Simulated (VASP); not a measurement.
# BAs: input slips in a relaxation and what they do, part 2 of 2

Some relaxations of BAs get a fault in the input on purpose. Which of them show, and how? The starting structure is a measured crystal structure from the Crystallography Open Database. The first relaxation on each setting starts from this cell expanded by 3 % in volume.

VASP 6.6.1.

Results so far: reference 13.64 Å³ an atom; a cutoff far too low 13.05 Å³ an atom.

**5. Relaxation with a smearing far too wide (continued)**

Level of this step: PBEsol; plane waves and PAW (As, B) (VASP).

Parts of OUTCAR (step 5):

```text
  Total        0.0005076      0.0005076      0.0005076      0.0000000     -0.0000000      0.0000000
  in kB        0.0295926      0.0295926      0.0295926      0.0000000     -0.0000000      0.0000000
  external PRESSURE =       0.0295926 kB  Pullay stress =       0.0000000 kB

 POSITION                                       TOTAL-FORCE (eV/Angst)
 -----------------------------------------------------------------------------------
      3.59285      3.59285      3.59285         0.000000      0.000000      0.000000
      0.00000      0.00000      0.00000        -0.000000     -0.000000     -0.000000
 -----------------------------------------------------------------------------------
    total drift:                               -0.000000     -0.000000     -0.000000

  FREE ENERGIE OF THE ION-ELECTRON SYSTEM (eV)
  ---------------------------------------------------
  free  energy   TOTEN  =       -12.3543930111 eV

  energy  without entropy=      -11.7817558462  energy(sigma->0) =      -12.06807443

[... 2 parts as in an earlier step ...]

[... 2 further parts left out ...]
[key lines of the parts left out:]
E-fermi :   6.3042
```

With a smearing far too wide the cell ends at 13.742 Å³ an atom, +0.77 % from the reference; the bulk modulus is 131.9 GPa against 140.9 GPa.

**6. Relaxation with a k mesh far too coarse**

A slip made on purpose: a k mesh far too coarse. Against step 2 the input has a 2×2×2 mesh (also changed: NELM, NCORE and KPAR).

File INCAR:

```
SYSTEM = BAs
PREC = Accurate
ENCUT = 450
EDIFF = 1E-06
NELM = 60
ISMEAR = 0
SIGMA = 0.03
LREAL = .FALSE.
ALGO = Normal
GGA = PS
NBANDS = 10
LORBIT = 11
LWAVE = .FALSE.
LCHARG = .FALSE.
NCORE = 4
IBRION = 2
NSW = 50
ISIF = 3
EDIFFG = -0.004
```

File POSCAR:

```
BAs
1.0
    0.0000000000      2.4121500529      2.4121500529
    2.4121500529      0.0000000000      2.4121500529
    2.4121500529      2.4121500529      0.0000000000
As B
1 1
Direct
    0.7500000000      0.7500000000      0.7500000000
    0.0000000000      0.0000000000      0.0000000000
```

File KPOINTS:

```
Automatic mesh
0
Gamma
2 2 2
0 0 0
```

PAW data sets: As and B (PBE family, release 64).

Started as:

```sh
$ mpirun -np 4 vasp_std
```

Log:

```text
[banner, memory and clock lines left out]
running    4 mpi-ranks, on    1 nodes
[...]
[... a notice as in an earlier step ...]

 LDA part: xc-table for (Slater+PW92), standard interpolation
 POSCAR, INCAR and KPOINTS ok, starting setup
[...]
entering main loop
       N       E                     dE             d eps       ncg     rms          rms(c)
DAV:   1     0.164467324173E+02    0.16447E+02   -0.33429E+03    60   0.629E+02
DAV:   2    -0.910462056188E+01   -0.25551E+02   -0.24776E+02    70   0.985E+01
DAV:   3    -0.102144724023E+02   -0.11099E+01   -0.11063E+01    74   0.200E+01
DAV:   4    -0.102169857079E+02   -0.25133E-02   -0.25131E-02    70   0.110E+00
[...]
DAV:  11    -0.930056186805E+01   -0.33349E-05   -0.55075E-06    68   0.176E-02    0.957E-03
DAV:  12    -0.930056315359E+01   -0.12855E-05   -0.28504E-06    68   0.103E-02    0.263E-03
DAV:  13    -0.930056316355E+01   -0.99528E-08   -0.45471E-08    36   0.174E-03
   1 F= -.93005632E+01 E0= -.93005632E+01  d E =-.930056E+01
[...]
DAV:   5    -0.932111205589E+01    0.43752E-04   -0.29736E-04    62   0.836E-02    0.769E-02
DAV:   6    -0.932111538767E+01   -0.33318E-05   -0.39753E-05    64   0.303E-02    0.565E-03
DAV:   7    -0.932111556037E+01   -0.17270E-06   -0.88270E-07    48   0.658E-03
   2 F= -.93211156E+01 E0= -.93211156E+01  d E =-.205524E-01
 trial-energy change:   -0.020552  1 .order   -0.024040   -0.123400    0.075321
 step:   0.5956(harm=  0.6210)  dis= 0.00000  next Energy=    -9.336576 (dE=-0.360E-01)
[...]
N       E                     dE             d eps       ncg     rms          rms(c)
DAV:   1    -0.935160226651E+01   -0.30487E-01   -0.41894E-01    62   0.397E+00    0.682E-01
DAV:   2    -0.933946758633E+01    0.12135E-01   -0.32299E-02    60   0.751E-01    0.296E-01
DAV:   3    -0.933680679203E+01    0.26608E-02   -0.35618E-03    62   0.314E-01    0.113E-01
DAV:   4    -0.933624574656E+01    0.56105E-03   -0.77407E-04    60   0.152E-01    0.752E-02
DAV:   5    -0.933623499747E+01    0.10749E-04   -0.47152E-05    60   0.352E-02    0.347E-02
DAV:   6    -0.933623555331E+01   -0.55584E-06   -0.43921E-06    62   0.105E-02
   3 F= -.93362356E+01 E0= -.93362356E+01  d E =-.356724E-01
[...]
reached required accuracy - stopping structural energy minimisation
```

Wall time 2.4 s (4 MPI ranks of AMD EPYC 7R43, shared host); peak memory 0.31 GiB.

Parts of OUTCAR (step 6):

```text
  Total       -0.0019281     -0.0019281     -0.0019281      0.0000000      0.0000000      0.0000000
  in kB       -0.1040845     -0.1040845     -0.1040845      0.0000000      0.0000000      0.0000000
  external PRESSURE =      -0.1040845 kB  Pullay stress =       0.0000000 kB

 POSITION                                       TOTAL-FORCE (eV/Angst)
 -----------------------------------------------------------------------------------
      3.68611      3.68611      3.68611        -0.000000     -0.000000     -0.000000
     -0.00000      0.00000      0.00000         0.000000      0.000000      0.000000
 -----------------------------------------------------------------------------------
    total drift:                               -0.000000     -0.000000     -0.000000

  FREE ENERGIE OF THE ION-ELECTRON SYSTEM (eV)
  ---------------------------------------------------
  free  energy   TOTEN  =        -9.3362355533 eV

  energy  without entropy=       -9.3362355533  energy(sigma->0) =       -9.33623555

[... 1 part as in an earlier step ...]

[... 3 further parts left out ...]
[key lines of the parts left out:]
E-fermi :   5.6388
```

With a k mesh far too coarse the cell ends at 14.840 Å³ an atom, +8.83 % from the reference; the bulk modulus is 119.8 GPa against 140.9 GPa.

**7. All runs side by side**

| run | ended | volume (Å³/atom) | change (%) | bulk modulus (GPa) | pressure left (GPa) | core minutes |
| --- | --- | --- | --- | --- | --- | --- |
| reference | converged | 13.636 | - | 140.9 | 0.0 | 0.4 |
| a cutoff far too low | converged | 13.047 | -4.32 | 159.1 | 0.02 | 0.16 |
| a functional's name that the tag doesn't take | stopped by VASP | - | - | - | - | 0.253 |
| a smearing far too wide | converged | 13.742 | 0.77 | 131.9 | 0.0 | 0.4 |
| a k mesh far too coarse | converged | 14.84 | 8.83 | 119.8 | -0.01 | 0.16 |

Core minutes are wall time times ranks, summed over the relaxations behind a row (those for a bulk modulus apart), on shared hosts.

**8. What came out**

| Item | Value |
| --- | --- |
| volume of the reference | 13.64 Å³/atom |
| volume against the reference, a cutoff far too low | -4.32 % |
| volume against the reference, a smearing far too wide | +0.77 % |
| volume against the reference, a k mesh far too coarse | +8.83 % |
| run with a functional's name that the tag doesn't take | stopped by VASP |

**Reading.** VASP stopped by itself in the run with a functional's name that the tag doesn't take. Finished, but with signs in the output that stand out against the reference: a cutoff far too low, with the volume changed by -4.3 % (signs: -10.6 GPa at the first ionic step (reference: -3.8 GPa)); a smearing far too wide, with the volume changed by +0.8 % (signs: a large entropy term in the energy); a k mesh far too coarse, with the volume changed by +8.8 % (signs: 7.5 GPa at the first ionic step (reference: -3.8 GPa)). Further runs on this material are not shown.

[Lines on the potential files, build, host, timing and source positions are cut from VASP's logs without a mark.]

[Logs are printed without paths, hosts, clocks, repeated set-up lines and the standing remarks that a program may print on its own settings, such as how far it seeks lower states.]

[Hosts, paths, dates, database ids (printed as entryN), source tags and the programs' standing remarks are cut or masked in the printed files.]
